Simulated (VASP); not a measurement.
# RbBr (Pm-3m) in VASP: further runs, part 7 of 7

VASP 6.6.1.

### Step 90. Equation of state, r2SCAN, 34.07 Å³/atom

The input, INCAR:

```
PREC = Normal
ENCUT = 500
EDIFF = 1E-6
ISMEAR = 0
SIGMA = 0.05
LREAL = False
LASPH = True
NELM = 100
ALGO = Normal
ISIF = 2
LWAVE = False
LCHARG = False
METAGGA = R2SCAN
LMIXTAU = True
ADDGRID = False
```

The input, KPOINTS:

```
regular mesh
0
Gamma
  8 8 8
```

The input, POSCAR:

```
RbBr
1.0
    4.0843969018      0.0000000000      0.0000000000
    0.0000000000      4.0843969018      0.0000000000
    0.0000000000      0.0000000000      4.0843969018
Rb Br
1 1
Direct
    0.0000000000      0.0000000000      0.0000000000
    0.5000000000      0.5000000000      0.5000000000
```

Potentials or basis: VASP PAW PBE potentials, release 64 (Rb_sv, Br).

On the command line:

```bash
$ cat potpaw_PBE.64/Rb_sv/POTCAR potpaw_PBE.64/Br/POTCAR > POTCAR
$ mpirun -np 1 vasp_std > vasp.out
```

It took 23 s on 1 thread of Intel Xeon 6975P-C (Granite Rapids), shared host; peak memory 0.16 GiB.

The run converged, but some of its settings lie outside the range that counts as converged, so its numbers aren't taken as properties of the crystal.

Results:

```
Free energy            : -31.1061 eV
Pressure               : 0.6 GPa
Band gap on the k mesh : 4.95 eV, indirect (least direct gap 5.11 eV)
```

Caveat: the PAW data sets were made with another functional, which shifts forces and pressure a little.

### Step 91. Equation of state, r2SCAN, 36.18 Å³/atom

INCAR is that of step 90.

KPOINTS is that of step 90.

The input, POSCAR:

```
RbBr
1.0
    4.1669322075      0.0000000000      0.0000000000
    0.0000000000      4.1669322075      0.0000000000
    0.0000000000      0.0000000000      4.1669322075
Rb Br
1 1
Direct
    0.0000000000      0.0000000000      0.0000000000
    0.5000000000      0.5000000000      0.5000000000
```

On the command line:

```bash
$ cat potpaw_PBE.64/Rb_sv/POTCAR potpaw_PBE.64/Br/POTCAR > POTCAR
$ mpirun -np 1 vasp_std > vasp.out
```

Wall time 28 s (1 thread of Intel Xeon 6975P-C (Granite Rapids), shared host); peak memory 0.16 GiB.

The run converged, but some of its settings lie outside the range that counts as converged, so its numbers aren't taken as properties of the crystal.

What came out:

| Property | Result |
| --- | --- |
| Free energy | -31.1079 eV |
| Pressure | -0.5 GPa |
| Band gap on the k mesh | 4.72 eV, indirect (least direct gap 4.87 eV) |

Caveat: the PAW data sets were made with another functional, which shifts forces and pressure a little.

### Step 92. Equation of state, r2SCAN, 34.07 Å³/atom

Edit INCAR of step 91 so:

```diff
@@ -1,2 +1,2 @@
-PREC = Normal
+PREC = Accurate
 ENCUT = 500
@@ -5,3 +5,3 @@
 SIGMA = 0.05
-LREAL = False
+LREAL = Auto
 LASPH = True
```

KPOINTS is that of step 91.

The input, POSCAR:

```
RbBr
1.0
    4.0843969018      0.0000000000      0.0000000000
    0.0000000000      4.0843969018      0.0000000000
    0.0000000000      0.0000000000      4.0843969018
Rb Br
1 1
Direct
    0.0000000000      0.0000000000      0.0000000000
    0.5000000000      0.5000000000      0.5000000000
```

On the command line:

```bash
$ cat potpaw_PBE.64/Rb_sv/POTCAR potpaw_PBE.64/Br/POTCAR > POTCAR
$ mpirun -np 1 vasp_std > vasp.out
```

Wall time 64 s (1 thread of Intel Xeon 6975P-C (Granite Rapids), shared host); peak memory 0.17 GiB.

These settings aren't checked as converged: the numbers below hold their error.

Results:

```yaml
Free_energy: -31.1062 eV
Pressure: 0.6 GPa
Band_gap_on_the_k_mesh: 4.95 eV, indirect (least direct gap 5.11 eV)
```

Caveat: the PAW data sets were made with another functional, which shifts forces and pressure a little.

### Step 93. Equation of state, r2SCAN, 36.18 Å³/atom

INCAR is that of step 92.

KPOINTS is that of step 92.

The input, POSCAR:

```
RbBr
1.0
    4.1669322075      0.0000000000      0.0000000000
    0.0000000000      4.1669322075      0.0000000000
    0.0000000000      0.0000000000      4.1669322075
Rb Br
1 1
Direct
    0.0000000000      0.0000000000      0.0000000000
    0.5000000000      0.5000000000      0.5000000000
```

Potentials or basis: VASP PAW PBE potentials, release 64 (Rb_sv, Br).

On the command line:

```bash
$ cat potpaw_PBE.64/Rb_sv/POTCAR potpaw_PBE.64/Br/POTCAR > POTCAR
$ mpirun -np 1 vasp_std > vasp.out
```

Wall time 61 s (1 thread of Intel Xeon 6975P-C (Granite Rapids), shared host); peak memory 0.17 GiB.

The run converged, but some of its settings lie outside the range that counts as converged, so its numbers aren't taken as properties of the crystal.

What came out:

```
Free energy            : -31.1080 eV
Pressure               : -0.5 GPa
Band gap on the k mesh : 4.72 eV, indirect (least direct gap 4.87 eV)
```

Caveat: the PAW data sets were made with another functional, which shifts forces and pressure a little.

### Step 94. Equation of state, r2SCAN, 34.07 Å³/atom

Edit INCAR of step 93 so:

```diff
@@ -2,6 +2,6 @@
 ENCUT = 500
-EDIFF = 1E-6
+EDIFF = 1E-4
 ISMEAR = 0
 SIGMA = 0.05
-LREAL = Auto
+LREAL = False
 LASPH = True
```

KPOINTS is that of step 93.

The input, POSCAR:

```
RbBr
1.0
    4.0843969018      0.0000000000      0.0000000000
    0.0000000000      4.0843969018      0.0000000000
    0.0000000000      0.0000000000      4.0843969018
Rb Br
1 1
Direct
    0.0000000000      0.0000000000      0.0000000000
    0.5000000000      0.5000000000      0.5000000000
```

On the command line:

```bash
$ cat potpaw_PBE.64/Rb_sv/POTCAR potpaw_PBE.64/Br/POTCAR > POTCAR
$ mpirun -np 1 vasp_std > vasp.out
```

Run time: 49 s. Hardware: 1 thread of Intel Xeon 6975P-C (Granite Rapids), shared host; peak memory 0.18 GiB.

The run converged, but some of its settings lie outside the range that counts as converged, so its numbers aren't taken as properties of the crystal.

Results:

```yaml
Free_energy: -31.1060 eV
Pressure: 0.6 GPa
Band_gap_on_the_k_mesh: 4.95 eV, indirect (least direct gap 5.10 eV)
```

Caveat: the PAW data sets were made with another functional, which shifts forces and pressure a little.

### Step 95. Equation of state, r2SCAN, 36.18 Å³/atom

INCAR is that of step 94.

KPOINTS is that of step 94.

The input, POSCAR:

```
RbBr
1.0
    4.1669322075      0.0000000000      0.0000000000
    0.0000000000      4.1669322075      0.0000000000
    0.0000000000      0.0000000000      4.1669322075
Rb Br
1 1
Direct
    0.0000000000      0.0000000000      0.0000000000
    0.5000000000      0.5000000000      0.5000000000
```

On the command line:

```bash
$ cat potpaw_PBE.64/Rb_sv/POTCAR potpaw_PBE.64/Br/POTCAR > POTCAR
$ mpirun -np 1 vasp_std > vasp.out
```

Wall time 42 s (1 thread of Intel Xeon 6975P-C (Granite Rapids), shared host); peak memory 0.18 GiB.

The run converged, but some of its settings lie outside the range that counts as converged, so its numbers aren't taken as properties of the crystal.

What came out:

* Free energy: -31.1078 eV
* Pressure: -0.4 GPa
* Band gap on the k mesh: 4.72 eV, indirect (least direct gap 4.87 eV)

Caveat: the PAW data sets were made with another functional, which shifts forces and pressure a little.

### Step 96. Equation of state, r2SCAN, 34.07 Å³/atom

Edit INCAR of step 95 so:

```diff
@@ -1,4 +1,4 @@
 PREC = Accurate
-ENCUT = 500
-EDIFF = 1E-4
+ENCUT = 900
+EDIFF = 1E-6
 ISMEAR = 0
```

The input, KPOINTS:

```
regular mesh
0
Gamma
  6 6 6
```

The input, POSCAR:

```
RbBr
1.0
    4.0843969018      0.0000000000      0.0000000000
    0.0000000000      4.0843969018      0.0000000000
    0.0000000000      0.0000000000      4.0843969018
Rb Br
1 1
Direct
    0.0000000000      0.0000000000      0.0000000000
    0.5000000000      0.5000000000      0.5000000000
```

Potentials or basis: VASP PAW PBE potentials, release 64 (Rb_sv, Br).

On the command line:

```bash
$ cat potpaw_PBE.64/Rb_sv/POTCAR potpaw_PBE.64/Br/POTCAR > POTCAR
$ mpirun -np 1 vasp_std > vasp.out
```

Wall time 73 s (1 thread of Intel Xeon 6975P-C (Granite Rapids), shared host); peak memory 0.28 GiB.

These settings aren't checked as converged: the numbers below hold their error.

Results:

- Free energy: -31.1079 eV
- Pressure: 0.6 GPa
- Band gap on the k mesh: 4.95 eV, indirect (least direct gap 5.11 eV)

Caveat: the PAW data sets were made with another functional, which shifts forces and pressure a little.

### Step 97. Equation of state, r2SCAN, 36.18 Å³/atom

INCAR is that of step 96.

KPOINTS is that of step 96.

The input, POSCAR:

```
RbBr
1.0
    4.1669322075      0.0000000000      0.0000000000
    0.0000000000      4.1669322075      0.0000000000
    0.0000000000      0.0000000000      4.1669322075
Rb Br
1 1
Direct
    0.0000000000      0.0000000000      0.0000000000
    0.5000000000      0.5000000000      0.5000000000
```

On the command line:

```bash
$ cat potpaw_PBE.64/Rb_sv/POTCAR potpaw_PBE.64/Br/POTCAR > POTCAR
$ mpirun -np 1 vasp_std > vasp.out
```

It took 85 s on 1 thread of Intel Xeon 6975P-C (Granite Rapids), shared host; peak memory 0.3 GiB.

These settings aren't checked as converged: the numbers below hold their error.

Results:

```yaml
Free_energy: -31.1097 eV
Pressure: -0.4 GPa
Band_gap_on_the_k_mesh: 4.72 eV, indirect (least direct gap 4.88 eV)
```

Caveat: the PAW data sets were made with another functional, which shifts forces and pressure a little.

### Step 98. Equation of state, r2SCAN, 34.07 Å³/atom

Edit INCAR of step 97 so:

```diff
@@ -1,3 +1,3 @@
 PREC = Accurate
-ENCUT = 900
+ENCUT = 400
 EDIFF = 1E-6
```

The input, KPOINTS:

```
regular mesh
0
Gamma
  9 9 9
```

The input, POSCAR:

```
RbBr
1.0
    4.0843969018      0.0000000000      0.0000000000
    0.0000000000      4.0843969018      0.0000000000
    0.0000000000      0.0000000000      4.0843969018
Rb Br
1 1
Direct
    0.0000000000      0.0000000000      0.0000000000
    0.5000000000      0.5000000000      0.5000000000
```

On the command line:

```bash
$ cat potpaw_PBE.64/Rb_sv/POTCAR potpaw_PBE.64/Br/POTCAR > POTCAR
$ mpirun -np 1 vasp_std > vasp.out
```

It took 44 s on 1 thread of Intel Xeon 6975P-C (Granite Rapids), shared host; peak memory 0.17 GiB.

The run converged, but some of its settings lie outside the range that counts as converged, so its numbers aren't taken as properties of the crystal.

What came out:

* Free energy: -31.1061 eV
* Pressure: 0.6 GPa
* Band gap on the k mesh: 4.97 eV, indirect (least direct gap 5.11 eV)

Caveat: the PAW data sets were made with another functional, which shifts forces and pressure a little; an odd mesh through Γ misses points on the zone boundary, where band edges often lie.

### Step 99. Equation of state, r2SCAN, 36.18 Å³/atom

INCAR is that of step 98.

KPOINTS is that of step 98.

The input, POSCAR:

```
RbBr
1.0
    4.1669322075      0.0000000000      0.0000000000
    0.0000000000      4.1669322075      0.0000000000
    0.0000000000      0.0000000000      4.1669322075
Rb Br
1 1
Direct
    0.0000000000      0.0000000000      0.0000000000
    0.5000000000      0.5000000000      0.5000000000
```

Potentials or basis: VASP PAW PBE potentials, release 64 (Rb_sv, Br).

On the command line:

```bash
$ cat potpaw_PBE.64/Rb_sv/POTCAR potpaw_PBE.64/Br/POTCAR > POTCAR
$ mpirun -np 1 vasp_std > vasp.out
```

It took 43 s on 1 thread of Intel Xeon 6975P-C (Granite Rapids), shared host; peak memory 0.17 GiB.

These settings aren't checked as converged: the numbers below hold their error.

Results:

| Item | Value |
| --- | --- |
| Free energy | -31.1079 eV |
| Pressure | -0.5 GPa |
| Band gap on the k mesh | 4.73 eV, indirect (least direct gap 4.87 eV) |

Caveat: the PAW data sets were made with another functional, which shifts forces and pressure a little; an odd mesh through Γ misses points on the zone boundary, where band edges often lie.

### Step 100. Equation of state, r2SCAN, 34.07 Å³/atom

Edit INCAR of step 99 so:

```diff
@@ -1,3 +1,3 @@
 PREC = Accurate
-ENCUT = 400
+ENCUT = 600
 EDIFF = 1E-6
```

The input, KPOINTS:

```
regular mesh
0
Gamma
  8 8 8
```

The input, POSCAR:

```
RbBr
1.0
    4.0843969018      0.0000000000      0.0000000000
    0.0000000000      4.0843969018      0.0000000000
    0.0000000000      0.0000000000      4.0843969018
Rb Br
1 1
Direct
    0.0000000000      0.0000000000      0.0000000000
    0.5000000000      0.5000000000      0.5000000000
```

On the command line:

```bash
$ cat potpaw_PBE.64/Rb_sv/POTCAR potpaw_PBE.64/Br/POTCAR > POTCAR
$ mpirun -np 1 vasp_std > vasp.out
```

It took 73 s on 1 thread of Intel Xeon 6975P-C (Granite Rapids), shared host; peak memory 0.23 GiB.

The run converged, but some of its settings lie outside the range that counts as converged, so its numbers aren't taken as properties of the crystal.

Results:

```
Free energy            : -31.1065 eV
Pressure               : 0.6 GPa
Band gap on the k mesh : 4.95 eV, indirect (least direct gap 5.11 eV)
```

Caveat: the PAW data sets were made with another functional, which shifts forces and pressure a little.

### Step 101. Equation of state, r2SCAN, 36.18 Å³/atom

INCAR is that of step 100.

KPOINTS is that of step 100.

The input, POSCAR:

```
RbBr
1.0
    4.1669322075      0.0000000000      0.0000000000
    0.0000000000      4.1669322075      0.0000000000
    0.0000000000      0.0000000000      4.1669322075
Rb Br
1 1
Direct
    0.0000000000      0.0000000000      0.0000000000
    0.5000000000      0.5000000000      0.5000000000
```

On the command line:

```bash
$ cat potpaw_PBE.64/Rb_sv/POTCAR potpaw_PBE.64/Br/POTCAR > POTCAR
$ mpirun -np 1 vasp_std > vasp.out
```

Wall time 65 s (1 thread of Intel Xeon 6975P-C (Granite Rapids), shared host); peak memory 0.24 GiB.

The run converged, but some of its settings lie outside the range that counts as converged, so its numbers aren't taken as properties of the crystal.

What came out:

```
Free energy            : -31.1084 eV
Pressure               : -0.5 GPa
Band gap on the k mesh : 4.72 eV, indirect (least direct gap 4.88 eV)
```

Caveat: the PAW data sets were made with another functional, which shifts forces and pressure a little.

### Step 102. Equation of state, r2SCAN, 34.07 Å³/atom

Edit INCAR of step 101 so:

```diff
@@ -1,3 +1,3 @@
 PREC = Accurate
-ENCUT = 600
+ENCUT = 500
 EDIFF = 1E-6
```

The input, KPOINTS:

```
regular mesh
0
Gamma
  9 9 9
```

The input, POSCAR:

```
RbBr
1.0
    4.0843969018      0.0000000000      0.0000000000
    0.0000000000      4.0843969018      0.0000000000
    0.0000000000      0.0000000000      4.0843969018
Rb Br
1 1
Direct
    0.0000000000      0.0000000000      0.0000000000
    0.5000000000      0.5000000000      0.5000000000
```

Potentials or basis: VASP PAW PBE potentials, release 64 (Rb_sv, Br).

On the command line:

```bash
$ cat potpaw_PBE.64/Rb_sv/POTCAR potpaw_PBE.64/Br/POTCAR > POTCAR
$ mpirun -np 1 vasp_std > vasp.out
```

Wall time 57 s (1 thread of Intel Xeon 6975P-C (Granite Rapids), shared host); peak memory 0.18 GiB.

The run converged, but some of its settings lie outside the range that counts as converged, so its numbers aren't taken as properties of the crystal.

Results:

| Quantity | Value |
| --- | --- |
| Free energy | -31.1060 eV |
| Pressure | 0.6 GPa |
| Band gap on the k mesh | 4.97 eV, indirect (least direct gap 5.11 eV) |

Caveat: the PAW data sets were made with another functional, which shifts forces and pressure a little; an odd mesh through Γ misses points on the zone boundary, where band edges often lie.

### Step 103. Equation of state, r2SCAN, 36.18 Å³/atom

INCAR is that of step 102.

KPOINTS is that of step 102.

The input, POSCAR:

```
RbBr
1.0
    4.1669322075      0.0000000000      0.0000000000
    0.0000000000      4.1669322075      0.0000000000
    0.0000000000      0.0000000000      4.1669322075
Rb Br
1 1
Direct
    0.0000000000      0.0000000000      0.0000000000
    0.5000000000      0.5000000000      0.5000000000
```

On the command line:

```bash
$ cat potpaw_PBE.64/Rb_sv/POTCAR potpaw_PBE.64/Br/POTCAR > POTCAR
$ mpirun -np 1 vasp_std > vasp.out
```

It took 59 s on 1 thread of Intel Xeon 6975P-C (Granite Rapids), shared host; peak memory 0.18 GiB.

The run converged, but some of its settings lie outside the range that counts as converged, so its numbers aren't taken as properties of the crystal.

What came out:

* Free energy: -31.1078 eV
* Pressure: -0.5 GPa
* Band gap on the k mesh: 4.73 eV, indirect (least direct gap 4.87 eV)

Caveat: the PAW data sets were made with another functional, which shifts forces and pressure a little; an odd mesh through Γ misses points on the zone boundary, where band edges often lie.

### Step 104. The reference run

An earlier run on the cell as given: functional PBE; potentials or basis VASP PAW PBE potentials, release 64 (Rb_sv, Br); cutoff 520 eV; k mesh 7 × 7 × 7; occupations fermi-dirac, width 0.05 eV; no spin polarisation.

- Pressure: 0.8 GPa
- Band gap on the k mesh: 4.10 eV, indirect (least direct gap 4.23 eV)
